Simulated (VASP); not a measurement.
# AlN (P6_3mc) in VASP: settings compared, part 2 of 2

VASP 6.6.1. Earlier steps stand in the parts before.

### 3 Relaxation of cell and atoms, PBEsol

INCAR

```
ALGO = Fast
EDIFF = 1E-6
EDIFFG = -0.005
ENCUT = 520
GGA = PS
IBRION = 2
ISIF = 3
ISMEAR = 0
LASPH = T
LCHARG = F
LREAL = F
LWAVE = F
NELM = 80
NSW = 40
PREC = Accurate
SIGMA = 0.03
```

KPOINTS

```
k-points
0
Gamma
  4 4 5
```

POSCAR

```
AlN
1.0
    6.2240000000      0.0000000000      0.0000000000
   -3.1120000000      5.3901421132      0.0000000000
    0.0000000000      0.0000000000      4.9820000000
Al N
8 8
Direct
    0.1666666667      0.3333333333      0.0000000000
    0.1666666667      0.8333333333      0.0000000000
    0.6666666667      0.3333333333      0.0000000000
    0.6666666667      0.8333333333      0.0000000000
    0.3333333333      0.1666666667      0.5000000000
    0.3333333333      0.6666666667      0.5000000000
    0.8333333333      0.1666666667      0.5000000000
    0.8333333333      0.6666666667      0.5000000000
    0.1666666667      0.3333333333      0.3820000000
    0.1666666667      0.8333333333      0.3820000000
    0.6666666667      0.3333333333      0.3820000000
    0.6666666667      0.8333333333      0.3820000000
    0.3333333333      0.1666666667      0.8820000000
    0.3333333333      0.6666666667      0.8820000000
    0.8333333333      0.1666666667      0.8820000000
    0.8333333333      0.6666666667      0.8820000000
```

Potentials or basis: VASP PAW PBE potentials, release 64 (Al, N).

Command:

```
cat potpaw_PBE.64/Al/POTCAR potpaw_PBE.64/N/POTCAR > POTCAR
mpirun -np 1 vasp_std > vasp.out
```

OUTCAR:

```text
EDIFF = 1E-6
   EDIFFG = -0.005
   ENCUT = 520
   GGA = PS
   IBRION = 2
   ISIF = 3
   ISMEAR = 0
   LASPH = T
   LREAL = F
   NELM = 80
   NSW = 40
   PREC = Accurate

 ion  position               nearest neighbor table
   1  0.167  0.333  0.000-  13 1.89  15 1.89  14 1.89   9 1.90   5 3.07   5 3.07   7 3.07   7 3.07
                             6 3.07   6 3.07   3 3.11   3 3.11   4 3.11   2 3.11   2 3.11   4 3.11
   2  0.167  0.833  0.000-  14 1.89  16 1.89  13 1.89  10 1.90   6 3.07   6 3.07   8 3.07   8 3.07
                             5 3.07   5 3.07   4 3.11   4 3.11   1 3.11   1 3.11   3 3.11   3 3.11
   3  0.667  0.333  0.000-  15 1.89  13 1.89  16 1.89  11 1.90   7 3.07   7 3.07   5 3.07   5 3.07
                             8 3.07   8 3.07   1 3.11   1 3.11   4 3.11   4 3.11   2 3.11   2 3.11
   4  0.667  0.833  0.000-  16 1.89  14 1.89  15 1.89  12 1.90   8 3.07   8 3.07   6 3.07   6 3.07
                             7 3.07   7 3.07   2 3.11   2 3.11   3 3.11   3 3.11   1 3.11   1 3.11
   5  0.333  0.167  0.500-   9 1.89  11 1.89  10 1.89  13 1.90   1 3.07   1 3.07   3 3.07   3 3.07
                             2 3.07   2 3.07   7 3.11   7 3.11   6 3.11   6 3.11   8 3.11   8 3.11
   6  0.333  0.667  0.500-  10 1.89  12 1.89   9 1.89  14 1.90   2 3.07   2 3.07   4 3.07   4 3.07
                             1 3.07   1 3.07   8 3.11   8 3.11   7 3.11   5 3.11   5 3.11   7 3.11
   7  0.833  0.167  0.500-  11 1.89   9 1.89  12 1.89  15 1.90   3 3.07   3 3.07   1 3.07   1 3.07
                             4 3.07   4 3.07   5 3.11   5 3.11   6 3.11   8 3.11   8 3.11   6 3.11
   8  0.833  0.667  0.500-  12 1.89  10 1.89  11 1.89  16 1.90   4 3.07   4 3.07   2 3.07   2 3.07
                             3 3.07   3 3.07   6 3.11   6 3.11   5 3.11   7 3.11   7 3.11   5 3.11
   9  0.167  0.333  0.382-   5 1.89   7 1.89   6 1.89   1 1.90
[... 14 lines left out ...]
 A1 = (   6.2240000000,   0.0000000000,   0.0000000000)
 A2 = (  -3.1120000000,   5.3901421132,   0.0000000000)
[... 198 lines left out ...]

  FORCE on cell =-STRESS in cart. coord.  units (eV):
  Direction    XX          YY          ZZ          XY          YZ          ZX
  --------------------------------------------------------------------------------------
  -------------------------------------------------------------------------------------
  Total        0.3271641      0.3271641      0.1923570      0.0000000      0.0000000      0.0000000
  in kB        3.1361923      3.1361923      1.8439327      0.0000000      0.0000000      0.0000000
  external PRESSURE =       2.7054391 kB  Pullay stress =       0.0000000 kB
[... 87 lines left out ...]
--------------------------------------- Ionic step        3  -------------------------------------------

 number of electron      63.9999987 magnetization

 Free energy of the ion-electron system (eV)
  ---------------------------------------------------
  ext. energy  EPLUGINS =         0.00000000
  ---------------------------------------------------
  free energy    TOTEN  =      -125.24931554 eV

  energy without entropy =     -125.24931554  energy(sigma->0) =     -125.24931554

 E-fermi :   6.1815     XC(G=0): -11.0997

 val. band max:        6.0515421243   @ k =   0.0000   0.0000   0.0000
 cond. band min:      10.1638733282   @ k =   0.0000   0.0000   0.0000
 fundamental gap:      4.1123312040
 Fermi energy:         6.1815439089

 k-point     1 :       0.0000    0.0000    0.0000
  band No.  band energies     occupation
      1      -9.1102      2.00000
      2      -7.1167      2.00000
      3      -7.1167      2.00000
      4      -7.1167      2.00000
      5      -6.9304      2.00000
      6      -6.4124      2.00000
[... 560 lines left out ...]
  FREE ENERGIE OF THE ION-ELECTRON SYSTEM (eV)
  ---------------------------------------------------
  free  energy   TOTEN  =      -125.2493155440 eV

  energy  without entropy=     -125.2493155440  energy(sigma->0) =     -125.24931554

 reached required accuracy - stopping structural energy minimisation
```

Run time: 2.3 min. Hardware: 1 thread of Intel Xeon 6975P-C (Granite Rapids), shared host; peak memory 0.31 GiB.

Results:

```
Free energy                            : -125.2493 eV
Relaxed volume                         : 10.46 Å³/atom
Relaxed cell                           : a = 6.227 Å, b = 6.227 Å, c = 4.984 Å, α = 90.00°, β = 90.00°, γ = 120.00°
Space group after relaxing (to 0.05 Å) : P6_3mc (No. 186)
Energy gained by relaxing              : 0.0 meV/atom
Ionic steps                            : 3
Pressure after relaxing                : 0.0 GPa
Band gap on the k mesh                 : 4.11 eV
```

Step by step:
| step | energy change (eV) | largest force (eV/Å) | pressure (GPa) | volume (Å³) |
| --- | --- | --- | --- | --- |
| 1 | 0.0000 | 0.0032 | 0.27 | 167.14 |
| 2 | 0.0000 | 0.0045 | -0.27 | 167.56 |
| 3 | -0.0002 | 0.0010 | -0.02 | 167.36 |

Final structure:
```
CELL_PARAMETERS angstrom
6.22726 0.00000 0.00000
-3.11363 5.39297 0.00000
0.00000 0.00000 4.98354
ATOMIC_POSITIONS crystal
Al 0.16667 0.33333 0.00002
Al 0.16667 0.83333 0.00002
Al 0.66667 0.33333 0.00002
Al 0.66667 0.83333 0.00002
Al 0.33333 0.16667 0.50002
Al 0.33333 0.66667 0.50002
Al 0.83333 0.16667 0.50002
Al 0.83333 0.66667 0.50002
N 0.16667 0.33333 0.38198
N 0.16667 0.83333 0.38198
N 0.66667 0.33333 0.38198
N 0.66667 0.83333 0.38198
N 0.33333 0.16667 0.88198
N 0.33333 0.66667 0.88198
N 0.83333 0.16667 0.88198
N 0.83333 0.66667 0.88198
```

Levels at points of the mesh, in eV from the valence-band top:
```csv
k point,band 30,band 31,band 32,band 33,band 34,band 35
"(0.00, 0.00, 0.00)",-0.22,-0.22,0.00,4.11,5.67,5.67
"(0.50, 0.00, 0.00)",-0.44,-0.43,-0.43,5.58,5.58,6.08
```

Caveat: the PAW data sets were made with another functional, which shifts forces and pressure a little. PBEsol gaps usually lie below the measured ones, often by a third to a half.
